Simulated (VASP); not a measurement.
Crystal: NaCl.

```
Cl Na
1.0
     3.50219    0.00000    0.00000
     0.00000    3.50219    0.00000
     0.00000    0.00000    3.50219
Cl Na
1 1
Direct
  0.50000 0.50000 0.50000
  0.00000 0.00000 0.00000
```

Measurements of this composition are mostly on another form, of space group No. 225.

Base run:

- Program: VASP 6.6.1
- Functional: PBEsol
- Potentials or basis: VASP PAW PBE potentials, release 64 (Cl, Na_pv)
- Cutoff: 520 eV
- k mesh: 8 × 8 × 8
- Occupations: fermi-dirac, width 0.05 eV
- Spin: no spin polarisation

Its results: band gap on the k mesh 3.84 eV, indirect (least direct gap 4.34 eV); pressure -1.2 GPa.

Question: The run is repeated on the same cell with these changes: functional from PBEsol to PBE. What comes out?

Answer: Band gap on the k mesh 3.98 eV, indirect (least direct gap 4.47 eV); pressure 0.1 GPa.

PBE binds less tightly than PBEsol, so the same cell stands under more pressure.

Caveats: the PAW data sets were made with another functional, which shifts forces and pressure a little (some runs).

A k mesh can miss the band edges.
